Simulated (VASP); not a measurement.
**MgS and the effect of the share of exact exchange**

The structure is cubic, space group Fm-3m (No. 225). Conventional cell: a = 5.203 Å, b = 5.203 Å, c = 5.203 Å, α = 90.00°, β = 90.00°, γ = 90.00°. S (site symmetry m-3m) has 6 Mg at 2.60 Å as nearest neighbours. Mg (site symmetry m-3m) has 6 S at 2.60 Å as nearest neighbours.

Kept alike: task single point; functional PBE0(alpha); k mesh 5 × 5 × 5; occupations fermi-dirac, width 0.05 eV; no spin polarisation. Program: VASP, PBE PAW files Mg, S, 520 eV. The mesh is that of the run's cell of 2 atoms. No spin-orbit coupling.

| share of exact exchange, α | pressure (GPa) |
| --- | --- |
| 0.05 | 0.62 |
| 0.1 | 0.29 |
| 0.15 | -0.03 |
| 0.2 | -0.35 |
| 0.25 | -0.67 |
| 0.3 | -0.98 |
| 0.4 | -1.60 |
| 0.5 | -2.20 |

The k mesh is coarse, so the values aren't converged. Pressure is positive in compression; the values hold the error of the finite cutoff, so their zero can differ a little from the energy's minimum. All rows use potentials made for PBE. The mesh is thin for exact exchange.

The pressure falls from 0.62 to -2.20 GPa between 0.05 and 0.5. Exact exchange shortens the bonds here, so the pressure at fixed cell falls.
